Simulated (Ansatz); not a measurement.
**C: equation of state with RPBE+D3(BJ)**

The system is C.

```xyz
8
Lattice="2.5221 0.0000 0.0000 -1.2611 2.1842 0.0000 0.0000 0.0000 8.2371" Properties=species:S:1:pos:R:3 pbc="T T T"
C     1.2611    0.7281    6.9501
C     0.0000    1.4561    2.8315
C     1.2611    0.7281    5.4056
C     0.0000    1.4561    1.2870
C     0.0000    0.0000    7.4649
C     0.0000    0.0000    3.3463
C     0.0000    0.0000    4.8908
C     0.0000    0.0000    0.7722
```

This is a hexagonal form of diamond, not graphite.

```json
{
  "Program": "Ansatz 0.2.0",
  "Task": "equation of state",
  "Functional": "RPBE",
  "Dispersion": "D3(BJ)",
  "Potentials or basis": "Ansatz PAW",
  "Cutoff": "420 eV",
  "Density cutoff": "1680 eV",
  "k mesh": "12 × 12 × 4",
  "Occupations": "fermi-dirac, width 0.05 eV",
  "Spin": "no spin polarisation"
}
```

The equilibrium volume is 5.54 Å³/atom, the bulk modulus at fixed shape and positions is 453 GPa and the pressure derivative of the bulk modulus is 3.7.

Energy against volume, from the lowest point:
```tsv
volume (Å³/atom)	energy (meV/atom)
5.332	11.74
5.445	2.33
5.559	0.00
5.672	4.16
5.785	14.20
5.899	29.57
6.012	49.76
```

All runs of the series together: 12 s on 2 threads of Intel(R) Xeon(R) Platinum 8259CL CPU @ 2.50GHz (Skylake/Cascade Lake), with other jobs on the host.

Caveat: the potentials were made for another functional, which shifts forces and pressure; the cell was scaled at fixed shape and fractional positions, which overstates the stiffness of a crystal with free parameters, most of all of layers and chains.
